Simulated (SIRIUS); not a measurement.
Crystal: B.

```
B
1.0
    -1.78328    1.78328    1.78328
     1.78328   -1.78328    1.78328
     1.78328    1.78328   -1.78328
B
3
Direct
  0.00000 0.50000 0.50000
  0.50000 0.00000 0.50000
  0.50000 0.50000 0.00000
```

The cell was built by a generator and needn't be a form met in nature.

- Program: SIRIUS 7.10.0
- Task: single point
- Functional: PBE
- Potentials or basis: PseudoDojo 0.4.1 PBE standard (scalar relativistic)
- Cutoff: 1054 eV
- Density cutoff: 4214 eV
- k mesh: 10 × 10 × 10
- Occupations: fermi-dirac, width 0.05 eV
- Spin: no spin polarisation

On this cell: pressure -0.1 GPa; largest force zero by symmetry; band gap on the k mesh none (metal or under the smearing width).

The same run follows on a disturbed copy (atoms moved at random, drawn with an rms of 0.05 Å):

```
CELL_PARAMETERS angstrom
-1.78328 1.78328 1.78328
1.78328 -1.78328 1.78328
1.78328 1.78328 -1.78328
ATOMIC_POSITIONS crystal
B 0.99880 0.48616 0.48091
B 0.50719 0.00395 0.49744
B 0.49286 0.47391 0.98894
```

Task: What changes?

Result: The energy (extrapolated to zero smearing) moves by +2.4 meV/atom; pressure 0.0 GPa; largest force 0.700 eV/Å; band gap on the k mesh none (metal or under the smearing width).

Forces on the atoms (eV/Å):
```
B   -0.119  0.301  0.340
B   -0.447  0.000 -0.061
B    0.567 -0.301 -0.279
```

Stress tensor (GPa, compression positive):
```
 0.33  0.03 -0.32
 0.03 -0.36  0.16
-0.32  0.16  0.01
```
